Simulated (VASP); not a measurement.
# SiC (F-43m) under a change of volume

Wanted: the response of SiC to a change of volume, as a table, with a fit that predicts a row left out.

Program: VASP 6.6.1. Level of theory: LDA; plane waves and PAW (Si, C), in the first sound run; inputs show where later runs differ. Results are calculated unless marked as measured.

### 1. The starting structure

The structure is cubic, space group F-43m (No. 216). Conventional cell: a = 4.360 Å, b = 4.360 Å, c = 4.360 Å, α = 90.00°, β = 90.00°, γ = 90.00°. Nearest to Si lie 4 C at 1.89 Å. Nearest to C lie 4 Si at 1.89 Å. Farther neighbours are not listed.

Structure file:

```
Si C
1.0
     0.00000    2.18000    2.18000
     2.18000    0.00000    2.18000
     2.18000    2.18000    0.00000
Si C
1 1
Cartesian
  0.0000 0.0000 0.0000
  1.0900 1.0900 1.0900
```

### 2. Relax the crystal, LDA

The series starts from the cell that this level prefers, so that zero strain is near zero stress.

This step took 2 runs in a row; the last is shown.

Level: LDA; plane waves and PAW (Si, C).

Contents of INCAR:

```
SYSTEM = SiC
PREC = Accurate
ENCUT = 600
EDIFF = 1E-07
NELM = 120
ISMEAR = 0
SIGMA = 0.02
LREAL = .FALSE.
ALGO = Normal
GGA = CA
NBANDS = 10
LASPH = .TRUE.
LORBIT = 11
LWAVE = .FALSE.
LCHARG = .FALSE.
KPAR = 12
IBRION = 2
NSW = 40
ISIF = 3
EDIFFG = -0.005
POTIM = 0.4
```

Contents of POSCAR:

```
SiC
1.0
    0.0000000000      2.1652404209      2.1652404209
    2.1652404209      0.0000000000      2.1652404209
    2.1652404209      2.1652404209      0.0000000000
Si C
1 1
Direct
    0.0000000000      0.0000000000      0.0000000000
    0.2500000000      0.2500000000      0.2500000000
```

Contents of KPOINTS:

```
Automatic mesh
0
Gamma
12 12 12
0 0 0
```

The projector-augmented-wave data sets are Si and C (LDA family, release 64).

On the command line:

```sh
mpirun -np 12 vasp_std
```

What it wrote:

```text
[banner, memory and clock lines left out]
running   12 mpi-ranks, on    1 nodes
[...]
|                                                                             |
|           W    W    AA    RRRRR   N    N  II  N    N   GGGG   !!!           |
|           W    W   A  A   R    R  NN   N  II  NN   N  G    G  !!!           |
|           W    W  A    A  R    R  N N  N  II  N N  N  G       !!!           |
|           W WW W  AAAAAA  RRRRR   N  N N  II  N  N N  G  GGG   !            |
|           WW  WW  A    A  R   R   N   NN  II  N   NN  G    G                |
|           W    W  A    A  R    R  N    N  II  N    N   GGGG   !!!           |
|                                                                             |
|     For optimal performance we recommend to set                             |
|       NCORE = 2 up to number-of-cores-per-socket                            |
|     NCORE specifies how many cores store one orbital (NPAR=cpu/NCORE).      |
|     This setting can greatly improve the performance of VASP for DFT.       |
[...]
|     Unfortunately you need to use the default for GW and RPA                |
|     calculations (for HF NCORE is supported but not extensively tested      |
|     yet).                                                                   |
|                                                                             |

 LDA part: xc-table for (Slater(with rela. corr.)+CA(PZ))
 , standard interpolation
 POSCAR, INCAR and KPOINTS ok, starting setup
[...]
entering main loop
       N       E                     dE             d eps       ncg     rms          rms(c)
DAV:   1     0.408551955516E+01    0.40855E+01   -0.44454E+03  1504   0.771E+02
DAV:   2    -0.180102019773E+02   -0.22096E+02   -0.20958E+02  1842   0.117E+02
DAV:   3    -0.187329053029E+02   -0.72270E+00   -0.72107E+00  1674   0.186E+01
DAV:   4    -0.187365577239E+02   -0.36524E-02   -0.36521E-02  1648   0.166E+00
[...]
DAV:  11    -0.166448018268E+02   -0.42574E-06   -0.30540E-06  1718   0.119E-02    0.134E-02
DAV:  12    -0.166448016038E+02    0.22292E-06   -0.68107E-07  1496   0.428E-03    0.594E-04
DAV:  13    -0.166448016031E+02    0.77398E-09   -0.28134E-08   750   0.115E-03
   1 F= -.16644802E+02 E0= -.16644802E+02  d E =-.166448E+02
[...]
reached required accuracy - stopping structural energy minimisation
```

Run time: 5.8 s. Hardware: 12 MPI ranks of AMD EPYC 7R13 (Zen 3), shared host; peak memory 1.3 GiB.

Lines that name or quote the potential files are left out of all logs, and their timing lines are given in words.

From OUTCAR (step 2):

```text
  Total        0.0011091      0.0011091      0.0011091     -0.0000000      0.0000000     -0.0000000
  in kB        0.0875245      0.0875245      0.0875245     -0.0000000      0.0000000     -0.0000000
  external PRESSURE =       0.0875245 kB  Pullay stress =       0.0000000 kB

 POSITION                                       TOTAL-FORCE (eV/Angst)
 -----------------------------------------------------------------------------------
      0.00000      0.00000      0.00000         0.000000      0.000000     -0.000000
      1.08262      1.08262      1.08262        -0.000000     -0.000000      0.000000
 -----------------------------------------------------------------------------------
    total drift:                                0.000000      0.000000      0.000000

  FREE ENERGIE OF THE ION-ELECTRON SYSTEM (eV)
  ---------------------------------------------------
  free  energy   TOTEN  =       -16.6448016031 eV

  energy  without entropy=      -16.6448016031  energy(sigma->0) =      -16.64480160

 reached required accuracy - stopping structural energy minimisation

[... 3 further parts left out ...]
[key lines of the parts left out:]
E-fermi :   8.4189
```

Read from the output:

* energy(sigma→0) of the program: -16.6448 eV
* stress, compression positive: xx, yy, zz 0.01, 0.01, 0.01 GPa
* volume: 20.302 Å³
* ionic steps: 1

### 3. Relax at fixed volume, LDA

One member in full: the volume is scaled by 0.985, and the cell is held.

Level: LDA; plane waves and PAW (Si, C).

Changes to INCAR since step 2:

```diff
@@ -15,7 +15,8 @@
 LCHARG = .FALSE.
-KPAR = 12
+KPAR = 3
 IBRION = 2
 NSW = 40
-ISIF = 3
-EDIFFG = -0.005
+ISIF = 2
+EDIFFG = -0.004
 POTIM = 0.4
+MAXMIX = 40
```

Contents of POSCAR:

```
SiC
1.0
    0.0000000000      2.1543596321      2.1543596321
    2.1543596321      0.0000000000      2.1543596321
    2.1543596321      2.1543596321      0.0000000000
Si C
1 1
Direct
    0.0000000000      0.0000000000      0.0000000000
    0.2500000000      0.2500000000      0.2500000000
```

KPOINTS is that of step 2.

On the command line:

```sh
mpirun -np 3 vasp_std
```

What it wrote:

```text
[banner, memory and clock lines left out]
running    3 mpi-ranks, on    1 nodes
[...]
LDA part: xc-table for (Slater(with rela. corr.)+CA(PZ))
 , standard interpolation
 POSCAR, INCAR and KPOINTS ok, starting setup
[...]
entering main loop
       N       E                     dE             d eps       ncg     rms          rms(c)
DAV:   1     0.371989742725E+01    0.37199E+01   -0.44233E+03  1456   0.764E+02
DAV:   2    -0.181263766795E+02   -0.21846E+02   -0.20837E+02  1940   0.120E+02
DAV:   3    -0.187777665281E+02   -0.65139E+00   -0.65051E+00  1714   0.182E+01
DAV:   4    -0.187804881304E+02   -0.27216E-02   -0.27213E-02  1676   0.147E+00
[...]
DAV:  11    -0.166410532959E+02   -0.45445E-06   -0.26949E-06  1722   0.115E-02    0.139E-02
DAV:  12    -0.166410530747E+02    0.22123E-06   -0.68890E-07  1502   0.428E-03    0.575E-04
DAV:  13    -0.166410530738E+02    0.85333E-09   -0.29043E-08   750   0.119E-03
   1 F= -.16641053E+02 E0= -.16641053E+02  d E =-.166411E+02
[...]
reached required accuracy - stopping structural energy minimisation
```

It took 12 s on 3 MPI ranks; peak memory 0.31 GiB; 31 s of CPU time.

OUTCAR, selected parts (step 3):

```text
  Total        0.4459642      0.4459642      0.4459642     -0.0000000      0.0000000      0.0000000
  in kB       35.7294208     35.7294208     35.7294208     -0.0000000      0.0000000      0.0000000
  external PRESSURE =      35.7294208 kB  Pullay stress =       0.0000000 kB

 POSITION                                       TOTAL-FORCE (eV/Angst)
 -----------------------------------------------------------------------------------
      0.00000      0.00000      0.00000        -0.000000     -0.000000     -0.000000
      1.07718      1.07718      1.07718         0.000000      0.000000      0.000000
 -----------------------------------------------------------------------------------
    total drift:                                0.000000      0.000000      0.000000

  FREE ENERGIE OF THE ION-ELECTRON SYSTEM (eV)
  ---------------------------------------------------
  free  energy   TOTEN  =       -16.6410530738 eV

  energy  without entropy=      -16.6410530738  energy(sigma->0) =      -16.64105307

[... 2 parts as in an earlier step ...]

[... 2 further parts left out ...]
[key lines of the parts left out:]
E-fermi :   8.5953
```

Numbers from this step:

* energy(sigma→0) of the program: -16.6411 eV
* stress, compression positive: xx, yy, zz 3.57, 3.57, 3.57 GPa
* ionic steps: 1

### 4. Band edges, TB-mBJ with spin-orbit coupling

Short lines in KPOINTS_OPT sample the zone centre, for masses, and the other valleys.

Level: TB-mBJ, spin-orbit coupling; plane waves and PAW (Si, C).

TB-mBJ has no energy functional, so the total energy, stress and pressure in this output mean nothing.

Contents of INCAR:

```
SYSTEM = SiC
PREC = Accurate
ENCUT = 600
EDIFF = 1E-06
NELM = 150
ISMEAR = 0
SIGMA = 0.02
LREAL = .FALSE.
ALGO = Normal
METAGGA = MBJ
LASPH = .TRUE.
LNONCOLLINEAR = .TRUE.
MAGMOM = 0 0 0 0 0 0
NBANDS = 18
GGA_COMPAT = .FALSE.
LSORBIT = .TRUE.
LWAVE = .FALSE.
LCHARG = .FALSE.
KPAR = 3
```

POSCAR is that of step 3.

Contents of KPOINTS:

```
Automatic mesh
0
Gamma
9 9 9
0 0 0
```

Contents of KPOINTS_OPT:

```
Line mode
6
Line-mode
Reciprocal
  0.00000000   0.00000000   0.00000000
  0.01714385   0.01714385   0.00000000

  0.00000000   0.00000000   0.00000000
  0.00000000  -0.01714385  -0.01714385

  0.31000000   0.31000000   0.00000000
  0.50000000   0.50000000   0.00000000

  0.00000000   0.31000000   0.31000000
  0.00000000   0.50000000   0.50000000

  0.45000000   0.45000000   0.45000000
  0.50000000   0.50000000   0.50000000

  0.45000000   0.00000000   0.00000000
  0.50000000   0.00000000   0.00000000

  0.42500000   0.42500000   0.00000000
  0.42500000   0.44214385   0.01714385

  0.50000000   0.50000000   0.50000000
  0.48787747   0.51212253   0.50000000
```

On the command line:

```sh
mpirun -np 3 vasp_ncl
```

What it wrote:

```text
[banner, memory and clock lines left out]
running    3 mpi-ranks, on    1 nodes
[...]
|                                                                             |
|               ----> ADVICE to this user running VASP <----                  |
|                                                                             |
|     You enforced a specific xc type in the INCAR file but a different       |
|     [... a line on the potential file left out ...]
|     I HOPE YOU KNOW WHAT YOU ARE DOING!                                     |
|                                                                             |

 LDA part: xc-table for (None), standard interpolation
 POSCAR, INCAR and KPOINTS ok, starting setup
[...]
entering main loop
       N       E                     dE             d eps       ncg     rms          rms(c)
DAV:   1     0.833457206688E+01    0.83346E+01   -0.38685E+03  1980   0.883E+02
DAV:   2    -0.206102492409E+02   -0.28945E+02   -0.26673E+02  2726   0.158E+02
DAV:   3    -0.219139853035E+02   -0.13037E+01   -0.12946E+01  2466   0.278E+01
DAV:   4    -0.219217613996E+02   -0.77761E-02   -0.77734E-02  2240   0.262E+00
[...]
DAV:  31    -0.173865154207E+02    0.36750E-05   -0.19218E-11  1020   0.434E-05    0.668E-06
DAV:  32    -0.173865137930E+02    0.16277E-05   -0.44762E-12  1020   0.247E-05    0.408E-06
DAV:  33    -0.173865135713E+02    0.22171E-06    0.27820E-13  1020   0.731E-06
   1 F= -.17386514E+02 E0= -.17386514E+02  d E =-.186394E-34  mag=    -0.0000     0.0000    -0.0000
 Start KPOINTS_OPT (optional k-point list driver)
k-point batch [1-48\48]
       N       E                     dE             ncg
DAV:   1     0.268897142435E+04   -0.96479E+04     1728
DAV:   2     0.122096352351E+04   -0.14680E+04     2512
DAV:   3     0.116295883180E+04   -0.58005E+02     1970
DAV:   4     0.116264363861E+04   -0.31519E+00     2040
DAV:   5     0.116264185182E+04   -0.17868E-02     1956
DAV:   6     0.116264183817E+04   -0.13655E-04     2002
DAV:   7     0.116264183802E+04   -0.14707E-06     1494
```

The job ended after 2.9 min (3 MPI ranks; peak memory 0.72 GiB; 8.1 min of CPU time).

From OUTCAR (step 4):

```text
  LATTYP: Found a face centered cubic cell.
 ALAT       =     4.3087192642

 Subroutine GETGRP returns: Found 24 space group operations
 (whereof 24 operations were pure point group operations)

The static configuration has the point symmetry T_d .

 Found     55 irreducible k-points:

   k-points           NKPTS =     55   k-points in BZ     NKDIM =     55   number of bands    NBANDS=     18

   dimension x,y,z NGX =    24 NGY =   24 NGZ =   24
   dimension x,y,z NGXF=    48 NGYF=   48 NGZF=   48

   ENCUT  =  600.0 eV  44.10 Ry    6.64 a.u.   6.09  6.09  6.09*2*pi/ulx,y,z

   NELECT =       8.0000    total number of electrons

 E-fermi :   8.6122

 k-point     1 :       0.0000    0.0000    0.0000
  band No.  band energies     occupation
    ...
      4       8.4309      1.00000
      5       8.4454      1.00000
      6       8.4454      1.00000
      7       8.4454      1.00000
      8       8.4454      1.00000
      9      15.8450      0.00000
     10      15.8450      0.00000
     11      16.6539      0.00000
     12      16.6539      0.00000
     13      16.7145      0.00000
    ...

 k-point     2 :       0.1111    0.0000    0.0000
  band No.  band energies     occupation
    ...
      4       7.2484      1.00000
      5       8.2685      1.00000
      6       8.2685      1.00000
      7       8.2791      1.00000
      8       8.2791      1.00000
      9      16.0095      0.00000
     10      16.0095      0.00000
     11      16.9975      0.00000
     12      16.9975      0.00000
     13      17.0382      0.00000
    ...

  Total       12.1868502     12.1868502     12.1868502     -0.0000000      0.0000000      0.0000000
  in kB      976.3767973    976.3767973    976.3767973     -0.0000000      0.0000000      0.0000000
  external PRESSURE =     976.3767973 kB  Pullay stress =       0.0000000 kB

  FREE ENERGIE OF THE ION-ELECTRON SYSTEM (eV)
  ---------------------------------------------------
  free  energy   TOTEN  =       -17.3865135713 eV

  energy  without entropy=      -17.3865135713  energy(sigma->0) =      -17.38651357

 Spin-Orbit-Coupling matrix elements
 Ion:    1  E_soc:     -0.0002823
 Ion:    2  E_soc:     -0.0000145

[... 2 parts as in an earlier step ...]

[... 7 further parts left out ...]
```

### 5. Band edges, r2SCAN with spin-orbit coupling

Short lines in KPOINTS_OPT sample the zone centre, for masses, and the other valleys.

Level: r2SCAN, spin-orbit coupling; plane waves and PAW (Si, C).

Changes to INCAR since step 4:

```diff
@@ -4,3 +4,3 @@
 EDIFF = 1E-06
-NELM = 150
+NELM = 100
 ISMEAR = 0
@@ -9,3 +9,3 @@
 ALGO = Normal
-METAGGA = MBJ
+METAGGA = R2SCAN
 LASPH = .TRUE.
```

POSCAR is that of step 4.

KPOINTS is that of step 4.

KPOINTS_OPT is that of step 4.

On the command line:

```sh
mpirun -np 3 vasp_ncl
```

What it wrote:

```text
[banner, memory and clock lines left out]
running    3 mpi-ranks, on    1 nodes
[...]
[... a notice as in an earlier step ...]

 LDA part: xc-table for (None), standard interpolation
 POSCAR, INCAR and KPOINTS ok, starting setup
[...]
entering main loop
       N       E                     dE             d eps       ncg     rms          rms(c)
DAV:   1    -0.314311457562E+02   -0.31431E+02   -0.39668E+03  1980   0.906E+02
DAV:   2    -0.612107645044E+02   -0.29780E+02   -0.27446E+02  2724   0.164E+02
DAV:   3    -0.625525526096E+02   -0.13418E+01   -0.13320E+01  2530   0.289E+01
DAV:   4    -0.625614934647E+02   -0.89409E-02   -0.89374E-02  2308   0.294E+00
[...]
DAV:  11    -0.594112876395E+02   -0.11556E-04   -0.84058E-06  2088   0.377E-02    0.134E-02
DAV:  12    -0.594112859807E+02    0.16588E-05   -0.70406E-06  2446   0.244E-02    0.452E-03
DAV:  13    -0.594112859443E+02    0.36428E-07   -0.42020E-07  1040   0.627E-03
   1 F= -.59411286E+02 E0= -.59411286E+02  d E =-.633775E-25  mag=     0.0000     0.0000     0.0000
 Start KPOINTS_OPT (optional k-point list driver)
k-point batch [1-48\48]
       N       E                     dE             ncg
DAV:   1     0.266645614471E+04   -0.96704E+04     1728
DAV:   2     0.117745074065E+04   -0.14890E+04     2546
DAV:   3     0.111514193081E+04   -0.62309E+02     2026
DAV:   4     0.111472978379E+04   -0.41215E+00     2102
DAV:   5     0.111472619379E+04   -0.35900E-02     2004
DAV:   6     0.111472614957E+04   -0.44217E-04     2168
DAV:   7     0.111472614901E+04   -0.55672E-06     1576
```

Run time: 4.4 min. Hardware: 3 MPI ranks; peak memory 0.68 GiB; 13 min of CPU time.

OUTCAR, selected parts (step 5):

```text
  Total        0.7670679      0.7670679      0.7670679      0.0000000      0.0000000     -0.0000000
  in kB       61.4553604     61.4553604     61.4553604      0.0000000      0.0000000     -0.0000000
  external PRESSURE =      61.4553604 kB  Pullay stress =       0.0000000 kB

 POSITION                                       TOTAL-FORCE (eV/Angst)
 -----------------------------------------------------------------------------------
      0.00000      0.00000      0.00000         0.000000      0.000000      0.000000
      1.07718      1.07718      1.07718        -0.000000     -0.000000     -0.000000
 -----------------------------------------------------------------------------------
    total drift:                                0.000000      0.000000      0.000000

  FREE ENERGIE OF THE ION-ELECTRON SYSTEM (eV)
  ---------------------------------------------------
  free  energy   TOTEN  =       -59.4112859443 eV

  energy  without entropy=      -59.4112859443  energy(sigma->0) =      -59.41128594

[... 2 parts as in an earlier step ...]

[... 1 further part left out ...]
[key lines of the parts left out:]
E-fermi :   8.6598
```

Read from the output:

| Item | Value |
| --- | --- |
| energy(sigma→0) of the program | -59.4113 eV |
| stress, compression positive | xx, yy, zz 6.15, 6.15, 6.15 GPa |

The run ends at a pressure of 6.15 GPa.

(Continued in part 2 of 2.)

[Lines on the potential files, build, host, timing and source positions are cut from VASP's logs without a mark.]

[Logs are printed without paths, hosts, clocks, repeated set-up lines and the standing remarks that a program may print on its own settings, such as how far it seeks lower states.]

[Hosts, paths, dates, database ids (printed as entryN), source tags and the programs' standing remarks are cut or masked in the printed files.]

[In band tables of VASP the shares of atoms and orbitals are scaled to a sum of 1 inside the atoms' spheres.]
